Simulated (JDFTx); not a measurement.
# W (Im-3m) in JDFTx: reference runs

How does W come out in PBE? The cell is run as given and disturbed, and energy against volume gives the equilibrium volume and stiffness.

Program: JDFTx 1.7.0 (patched build). These are calculated values, not measurements. Logs are shortened: lines on timing, memory, paths and dates and some standing lists are left out, and cuts for length are marked. The log counts tension as positive stress, the text compression.

## (1) Starting point

Symmetry: Im-3m, No. 229, cubic system. The conventional cell has a = 3.165 Å, b = 3.165 Å, c = 3.165 Å, α = 90.00°, β = 90.00°, γ = 90.00°. W (site symmetry m-3m) is surrounded by 8 W at 2.74 Å.

## (2) Single point, PBE

The input, W.in:

```
lattice \
   -2.9901986847     2.9901986847     2.9901986847 \
    2.9901986847    -2.9901986847     2.9901986847 \
    2.9901986847     2.9901986847    -2.9901986847
coords-type Lattice
ion W      0.0000000000     0.0000000000     0.0000000000 1

ion-species pseudo/W.upf
elec-cutoff 37
elec-ex-corr gga-PBE
kpoint-folding 12 12 12
elec-smearing Fermi 0.0018374661
elec-n-bands 13
electronic-SCF nIterations 100 energyDiffThreshold 1e-08
electronic-minimize nIterations 30 energyDiffThreshold 1e-7
converge-empty-states yes
forces-output-coords Cartesian

dump-name run.$VAR
dump End Ecomponents EigStats BandEigs Kpoints Forces Stress
```

Potentials or basis: PseudoDojo-SR-PBE-0.5-standard.

On the command line:

```
$ jdftx -c 1 -i W.in -o W.out
```

Output:

```text
*************** JDFTx 1.7.0 (patched build) ***************

[... 9 lines left out ...]
---------- Initializing the Grid ----------
R =
[      -2.9902       2.9902       2.9902  ]
[       2.9902      -2.9902       2.9902  ]
[       2.9902       2.9902      -2.9902  ]
unit cell volume = 106.945
G =
[ -2.73906e-17    1.05063    1.05063  ]
[    1.05063 -2.73906e-17    1.05063  ]
[    1.05063    1.05063 -2.73906e-17  ]
Minimum fftbox size, Smin = [  32  32  32  ]
Chosen fftbox size, S = [  32  32  32  ]

---------- Exchange Correlation functional ----------
Initalized PBE GGA exchange.
Initalized PBE GGA correlation.

---------- Setting up pseudopotentials ----------
Width of ionic core gaussian charges (only for fluid interactions / plotting) set to 0

Reading pseudopotential file 'pseudo/W.upf':
  'W' pseudopotential, 'PBE' functional
  Generated using ONCVPSP code by D. R. Hamann
  14 valence electrons, 4 orbitals, 8 projectors, 1001 radial grid points, with lMax = 3
    5S    l: 0   occupation:  2.0   eigenvalue: -2.905892
    5P    l: 1   occupation:  6.0   eigenvalue: -1.587650
    5D    l: 2   occupation:  4.0   eigenvalue: -0.164649
    6S    l: 0   occupation:  2.0   eigenvalue: -0.209951
  Core radius for overlap checks: 2.00 bohrs.

Initialized 1 species with 1 total atoms.

Folded 1 k-points by 12x12x12 to 1728 k-points.

---------- Setting up k-points, bands, fillings ----------
Reduced to 72 k-points under symmetry.
Computing the number of bands and number of electrons
Calculating initial fillings.
nElectrons:  14.000000   nBands: 13   nStates: 72

----- Setting up reduced wavefunction bases (one per k-point) -----
average nbasis = 1149.168 , ideal nbasis = 1149.626

---------- Setting up ewald sum ----------
Optimum gaussian width for ewald sums = 1.867016 bohr.
Real space sum over 2197 unit cells with max indices [  6  6  6  ]
Reciprocal space sum over 2197 terms with max indices [  6  6  6  ]

---------- Allocating electronic variables ----------
Initializing wave functions:  linear combination of atomic orbitals
Note: number of bands (13) exceeds available atomic orbitals (10)
W pseudo-atom occupations:   s ( 2 2 )  p ( 6 )  d ( 4 )
	FillingsUpdate:  mu: +0.839495517  nElectrons: 14.000000
LCAOMinimize: Iter:   0  F: -69.0008194382714777  |grad|_K:  5.006e-04  alpha:  1.000e+00
	FillingsUpdate:  mu: +0.843811514  nElectrons: 14.000000
LCAOMinimize: Iter:   1  F: -69.0018890929855644  |grad|_K:  8.085e-06  alpha:  7.154e-01  linmin: -1.832e-01  cgtest:  6.126e-01
LCAOMinimize: Encountered beta<0, resetting CG.
	FillingsUpdate:  mu: +0.843863158  nElectrons: 14.000000
LCAOMinimize: Iter:   2  F: -69.0018894348918224  |grad|_K:  1.237e-06  alpha:  8.597e-01  linmin: -6.897e-05  cgtest:  5.796e-04
	FillingsUpdate:  mu: +0.843854430  nElectrons: 14.000000
LCAOMinimize: Iter:   3  F: -69.0018894426788023  |grad|_K:  2.383e-08  alpha:  8.358e-01  linmin:  1.875e-03  cgtest: -1.213e-02
LCAOMinimize: Converged (|Delta F|<1.000000e-06 for 2 iters).

-------- Electronic minimization -----------
Will mix electronic density at each iteration.
	FillingsUpdate:  mu: +0.843854430  nElectrons: 14.000000
	FillingsUpdate:  mu: +0.829665341  nElectrons: 14.000000
SCF: Cycle:  0   F: -69.023925236211241   dF: -2.204e-02   |Residual|: 2.676e-02   |deigs|: 1.399e-01
	FillingsUpdate:  mu: +0.826904866  nElectrons: 14.000000
SCF: Cycle:  1   F: -69.024509494236952   dF: -5.843e-04   |Residual|: 1.196e-02   |deigs|: 8.071e-03
	FillingsUpdate:  mu: +0.825345137  nElectrons: 14.000000
SCF: Cycle:  2   F: -69.024580694179789   dF: -7.120e-05   |Residual|: 2.392e-03   |deigs|: 3.099e-03
	FillingsUpdate:  mu: +0.825565485  nElectrons: 14.000000
SCF: Cycle:  3   F: -69.024582744732953   dF: -2.051e-06   |Residual|: 6.097e-04   |deigs|: 6.108e-04
	FillingsUpdate:  mu: +0.825474263  nElectrons: 14.000000
SCF: Cycle:  4   F: -69.024583402010592   dF: -6.573e-07   |Residual|: 1.156e-04   |deigs|: 2.458e-04
	FillingsUpdate:  mu: +0.825471347  nElectrons: 14.000000
SCF: Cycle:  5   F: -69.024583508106247   dF: -1.061e-07   |Residual|: 6.400e-05   |deigs|: 1.238e-04
	FillingsUpdate:  mu: +0.825474600  nElectrons: 14.000000
SCF: Cycle:  6   F: -69.024583548195835   dF: -4.009e-08   |Residual|: 1.746e-05   |deigs|: 1.680e-04
	FillingsUpdate:  mu: +0.825471947  nElectrons: 14.000000
SCF: Cycle:  7   F: -69.024583555387537   dF: -7.192e-09   |Residual|: 3.892e-05   |deigs|: 1.952e-04
	FillingsUpdate:  mu: +0.825472977  nElectrons: 14.000000
SCF: Cycle:  8   F: -69.024583558375227   dF: -2.988e-09   |Residual|: 7.087e-06   |deigs|: 4.003e-04
SCF: Converged (|Delta E|<1.000000e-08 for 2 iters).

Setting wave functions to eigenvectors of Hamiltonian
Converging empty states (this may take a while): |deigs|: 1.198e-03

# Stress tensor in Cartesian coordinates [Eh/a0^3]:
[  -0.00020128            0            0  ]
[            0  -0.00020128            0  ]
[            0            0  -0.00020128  ]

# Ionic positions in lattice coordinates:
ion W   0.000000000000000   0.000000000000000   0.000000000000000 1

# Forces in Cartesian coordinates:
force W  -0.000000000000000   0.000000000000000  -0.000000000000000 1

# Energy components:
   Eewald =      -59.6356489414396407
       EH =        8.0100787217332439
     Eloc =      -40.5604386075203180
      Enl =       12.6010514944020748
      Exc =      -16.5818226635462196
 Exc_core =        6.8282708262198897
       KE =       20.3141025459490052
-------------------------------------
     Etot =      -69.0244066242019585
       TS =        0.0001769341732632
-------------------------------------
        F =      -69.0245835583752267

IonicMinimize: Iter:   0  F: -69.024583558375227  |grad|_K:  0.000e+00
IonicMinimize: Converged (|grad|_K<1.000000e-04).

#--- Lowdin population analysis ---
# oxidation-state W +0.146

Dumping 'run.eigStats' ...
	eMin: -1.897832 at state 0 ( [ +0.000000 +0.000000 +0.000000 ] spin 0 )
	HOMO: +0.824265 at state 50 ( [ +0.166667 +0.333333 -0.250000 ] spin 0 )
	mu  : +0.825474
	LUMO: +0.825968 at state 28 ( [ +0.083333 +0.166667 -0.166667 ] spin 0 )
	eMax: +1.600966 at state 64 ( [ +0.250000 -0.416667 -0.416667 ] spin 0 )
	HOMO-LUMO gap: +0.001702
	Optical gap  : +0.020700 at state 59 ( [ +0.250000 +0.333333 -0.333333 ] spin 0 )
Done!
```

Wall time 32 s (1 thread of Arm Neoverse V1, shared host); peak memory 0.09 GiB.

Results:

* Free energy: -1878.2546 eV
* Pressure: 5.9 GPa
* Band gap on the k mesh: none (metal or under the smearing width)

The run has no spin-orbit coupling, so splittings on W are missing.

## (3) Single point, PBE (cell strained at random at fixed volume)

W.in: that of step 2 with these lines changed.

```diff
@@ -1,7 +1,7 @@
 lattice \
-   -2.9901986847     2.9901986847     2.9901986847 \
-    2.9901986847    -2.9901986847     2.9901986847 \
-    2.9901986847     2.9901986847    -2.9901986847
+   -2.9192508070     2.9690356418     2.9209421119 \
+    3.0520513105    -2.9200936249     2.9217868195 \
+    3.0821905524     3.0000177016    -2.9502328669
 coords-type Lattice
-ion W      0.0000000000     0.0000000000     0.0000000000 1
+ion W      0.0109310000     0.0077030000     0.0229730000 1
```

Potentials or basis: PseudoDojo-SR-PBE-0.5-standard.

On the command line:

```
$ jdftx -c 1 -i W.in -o W.out
```

Output:

```text
*************** JDFTx 1.7.0 (patched build) ***************

Input parsed successfully to the following command list (including defaults):
[... the input with its defaults ...]

---------- Setting up symmetries ----------

Found 2 point-group symmetries of the bravais lattice
Found 2 space-group symmetries with basis
Applied RMS atom displacement 0 bohrs to make symmetries exact.

---------- Initializing the Grid ----------
R =
[     -2.91925      2.96904      2.92094  ]
[      3.05205     -2.92009      2.92179  ]
[      3.08219      3.00002     -2.95023  ]
unit cell volume = 106.945
G =
[ -0.00883953    1.02946    1.01078  ]
[     1.0581 -0.0229384    1.02488  ]
[    1.06672    1.05218 -0.0315592  ]
Minimum fftbox size, Smin = [  32  32  28  ]
Chosen fftbox size, S = [  32  32  28  ]

---------- Exchange Correlation functional ----------
Initalized PBE GGA exchange.
Initalized PBE GGA correlation.

---------- Setting up pseudopotentials ----------
Width of ionic core gaussian charges (only for fluid interactions / plotting) set to 0

Reading pseudopotential file 'pseudo/W.upf':
  'W' pseudopotential, 'PBE' functional
  Generated using ONCVPSP code by D. R. Hamann
  14 valence electrons, 4 orbitals, 8 projectors, 1001 radial grid points, with lMax = 3
    5S    l: 0   occupation:  2.0   eigenvalue: -2.905892
    5P    l: 1   occupation:  6.0   eigenvalue: -1.587650
    5D    l: 2   occupation:  4.0   eigenvalue: -0.164649
    6S    l: 0   occupation:  2.0   eigenvalue: -0.209951
  Core radius for overlap checks: 2.00 bohrs.

Initialized 1 species with 1 total atoms.

Folded 1 k-points by 12x12x12 to 1728 k-points.

---------- Setting up k-points, bands, fillings ----------
Reduced to 868 k-points under symmetry.
Computing the number of bands and number of electrons
Calculating initial fillings.
nElectrons:  14.000000   nBands: 13   nStates: 868

----- Setting up reduced wavefunction bases (one per k-point) -----
average nbasis = 1149.605 , ideal nbasis = 1149.626

---------- Setting up ewald sum ----------
Optimum gaussian width for ewald sums = 1.870041 bohr.
Real space sum over 2197 unit cells with max indices [  6  6  6  ]
Reciprocal space sum over 2197 terms with max indices [  6  6  6  ]

---------- Allocating electronic variables ----------
Initializing wave functions:  linear combination of atomic orbitals
Note: number of bands (13) exceeds available atomic orbitals (10)
W pseudo-atom occupations:   s ( 2 2 )  p ( 6 )  d ( 4 )
	FillingsUpdate:  mu: +0.837379550  nElectrons: 14.000000
LCAOMinimize: Iter:   0  F: -69.0016366098373055  |grad|_K:  1.530e-04  alpha:  1.000e+00
	FillingsUpdate:  mu: +0.841405724  nElectrons: 14.000000
LCAOMinimize: Iter:   1  F: -69.0028767456479244  |grad|_K:  2.396e-06  alpha:  7.179e-01  linmin:  3.246e-02  cgtest: -2.815e-01
	FillingsUpdate:  mu: +0.841400089  nElectrons: 14.000000
LCAOMinimize: Iter:   2  F: -69.0028771002953505  |grad|_K:  7.387e-07  alpha:  9.172e-01  linmin:  1.283e-04  cgtest:  2.792e-01
	FillingsUpdate:  mu: +0.841382088  nElectrons: 14.000000
LCAOMinimize: Iter:   3  F: -69.0028771293375627  |grad|_K:  3.165e-08  alpha:  7.256e-01  linmin:  1.596e-04  cgtest: -9.490e-04
LCAOMinimize: Converged (|Delta F|<1.000000e-06 for 2 iters).

-------- Electronic minimization -----------
Will mix electronic density at each iteration.
	FillingsUpdate:  mu: +0.841382088  nElectrons: 14.000000
	FillingsUpdate:  mu: +0.830134426  nElectrons: 14.000000
SCF: Cycle:  0   F: -69.023205774472771   dF: -2.033e-02   |Residual|: 2.185e-02   |deigs|: 1.448e-01
	FillingsUpdate:  mu: +0.828124513  nElectrons: 14.000000
SCF: Cycle:  1   F: -69.023665185528444   dF: -4.594e-04   |Residual|: 9.785e-03   |deigs|: 8.336e-03
	FillingsUpdate:  mu: +0.826923106  nElectrons: 14.000000
SCF: Cycle:  2   F: -69.023717659100839   dF: -5.247e-05   |Residual|: 1.952e-03   |deigs|: 2.792e-03
	FillingsUpdate:  mu: +0.827079423  nElectrons: 14.000000
SCF: Cycle:  3   F: -69.023719482050595   dF: -1.823e-06   |Residual|: 4.023e-04   |deigs|: 6.608e-04
	FillingsUpdate:  mu: +0.827027950  nElectrons: 14.000000
SCF: Cycle:  4   F: -69.023720007796626   dF: -5.257e-07   |Residual|: 1.021e-04   |deigs|: 4.023e-04
	FillingsUpdate:  mu: +0.827022112  nElectrons: 14.000000
SCF: Cycle:  5   F: -69.023720127072423   dF: -1.193e-07   |Residual|: 3.477e-05   |deigs|: 3.003e-04
	FillingsUpdate:  mu: +0.827022125  nElectrons: 14.000000
SCF: Cycle:  6   F: -69.023720165240775   dF: -3.817e-08   |Residual|: 1.298e-05   |deigs|: 4.669e-04
	FillingsUpdate:  mu: +0.827022209  nElectrons: 14.000000
SCF: Cycle:  7   F: -69.023720173237507   dF: -7.997e-09   |Residual|: 1.472e-05   |deigs|: 4.071e-04
	FillingsUpdate:  mu: +0.827021362  nElectrons: 14.000000
SCF: Cycle:  8   F: -69.023720176100468   dF: -2.863e-09   |Residual|: 1.832e-05   |deigs|: 6.565e-04
SCF: Converged (|Delta E|<1.000000e-08 for 2 iters).

Setting wave functions to eigenvectors of Hamiltonian
Converging empty states (this may take a while): |deigs|: 1.105e-03

# Stress tensor in Cartesian coordinates [Eh/a0^3]:
[ -0.000401142 -2.09534e-05  7.39692e-05  ]
[ -2.09534e-05  -0.00020528   0.00021427  ]
[  7.39692e-05   0.00021427   -2.009e-05  ]

# Ionic positions in lattice coordinates:
ion W   0.010931000000000   0.007703000000000   0.022973000000000 1

# Forces in Cartesian coordinates:
force W   0.000000000000000   0.000000000000000   0.000000000000000 1

# Energy components:
   Eewald =      -59.6207334930393387
       EH =        8.0275846271794009
     Eloc =      -40.5964861731453581
      Enl =       12.5997536911658639
      Exc =      -16.5831437544808260
 Exc_core =        6.8282709665930206
       KE =       20.3211882168455844
-------------------------------------
     Etot =      -69.0235659188816584
       TS =        0.0001542572188072
-------------------------------------
        F =      -69.0237201761004684

IonicMinimize: Iter:   0  F: -69.023720176100468  |grad|_K:  0.000e+00
IonicMinimize: Converged (|grad|_K<1.000000e-04).

#--- Lowdin population analysis ---
# oxidation-state W +0.141

Dumping 'run.eigStats' ...
	eMin: -1.897488 at state 0 ( [ +0.000000 +0.000000 +0.000000 ] spin 0 )
	HOMO: +0.826964 at state 13 ( [ +0.000000 +0.083333 +0.500000 ] spin 0 )
	mu  : +0.827022
	LUMO: +0.827025 at state 275 ( [ +0.166667 +0.333333 -0.250000 ] spin 0 )
	eMax: +1.618220 at state 51 ( [ +0.000000 +0.333333 -0.333333 ] spin 0 )
	HOMO-LUMO gap: +0.000062
	Optical gap  : +0.011836 at state 551 ( [ +0.333333 +0.250000 -0.250000 ] spin 0 )
Done!
```

Wall time 6.1 min (1 thread of Arm Neoverse V1, shared host); peak memory 0.73 GiB.

Results:

| Quantity | Value |
| --- | --- |
| Free energy | -1878.2311 eV |
| Pressure | 6.1 GPa |
| Band gap on the k mesh | none (metal or under the smearing width) |

Stress tensor (GPa, compression positive):
```
11.80  0.62 -2.18
 0.62  6.04 -6.30
-2.18 -6.30  0.59
```

[end of part 1 of 2]
